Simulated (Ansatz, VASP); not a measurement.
## BN: VASP beside Ansatz

```
B N
1.0
     1.30318    0.75239    3.16309
    -1.30318    0.75239    3.16309
     0.00000   -1.50478    3.16309
B N
1 1
Direct
  0.99970 0.99970 0.99970
  0.33274 0.33274 0.33274
```

Change from the starting cell: strain +0.040 along x and y, -0.040 along z, atoms carried along.

Alike in both runs: task single point; functional PBE; dispersion D3(BJ); k mesh 12 × 12 × 12; occupations gaussian, width 0.05 eV; no spin polarisation.

```csv
,VASP,Ansatz
version,VASP 6.6.1,Ansatz 0.2.0
potentials or method,"VASP PAW PBE potentials, release 64 (B, N)","scalar-relativistic, plane waves, PAW"
plane-wave cutoff (eV),520,420
valence electrons in the cell,8,8
```

```csv
,VASP,Ansatz,Ansatz less VASP
gap on the k mesh at the Fermi level (eV),3.85,3.85,+0.006
least direct gap on the mesh (eV),4.42,4.42,+0.002
pressure (GPa),-24.3,-24.3,-0.06
largest component of the traceless stress (GPa),25.74,25.89,+0.149
rms of the force components (eV/Å),0.022,0.022,-0.0002
```

Atom by atom the forces differ by 0.000 eV/Å (rms over components).

Caveats: so large a pressure means that the cell lies far from this level's equilibrium, or that cutoff or potentials fall short (VASP). A k mesh can miss the band edges.
